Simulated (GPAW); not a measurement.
Runs of GPAW 26.7.0 on CoO. Symmetry: Fm-3m, No. 225, cubic system. Conventional cell: a = 4.263 Å, b = 4.263 Å, c = 4.263 Å, α = 90.00°, β = 90.00°, γ = 90.00°. Co (site symmetry m-3m) has 6 O at 2.13 Å as nearest neighbours. O (site symmetry m-3m) is surrounded by 6 Co at 2.13 Å. 

```csv
task,level,potentials or basis,cell,smearing,eigensolver,optimizer,fmax,max steps,convergence,gap on the mesh (eV),pressure (GPa),moment (μB),relaxed volume (Å³/atom)
single point,PBE,"GPAW PAW data sets (gpaw-data 1.2.1), pw",as given,gaussian 0.029 eV,-,-,-,-,-,none,-1.1,2.98,-
relaxation of cell and atoms,BLYP+D4,"PAW data sets generated in the run's folder for this functional, pw",relaxed,fermi-dirac 0.05 eV,davidson,FIRE,0.02 eV/Å,40,density=1e-05 forces=0.0001,none,-0.3,2.80,9.63
relaxation of cell and atoms,BLYP+D3(BJ),"PAW data sets generated in the run's folder for this functional, pw",relaxed,fermi-dirac 0.05 eV,davidson,BFGS,0.02 eV/Å,100,density=1e-05 forces=0.0001,none,0.2,2.80,9.65
band structure,LDA,"the program's PAW data sets (release 1.2.1) made for this functional, pw",as given,fermi-dirac 0.05 eV,-,-,-,-,-,-,-18.6,(a),-
single point,PBE,"GPAW PAW data sets (gpaw-data 1.2.1), pw",as given,gaussian 0.03 eV,-,-,-,-,-,none,-1.1,2.98,-
```

Alike in all rows: spin collinear, ferromagnetic start; k mesh 11 × 11 × 11; cutoff (eV) 800.

Task: Estimate the missing entries.

Result: (a) 2.87.

Caveats: a cell with one magnetic atom can't hold antiferromagnetic order, which such compounds often take; semilocal functionals often make such compounds metallic where correlation or magnetic order opens a gap, which also shifts bond lengths; each step starts from the last one's moments, so a moment once lost doesn't come back (some runs); later steps reuse the first step's grids (some runs); pairwise dispersion overbinds metals, which lowers pressure and volume (some runs); so large a pressure means that the cell lies far from this level's equilibrium, or that cutoff or potentials fall short (some runs).

A gap of «none» marks a metal or a gap under the smearing width.
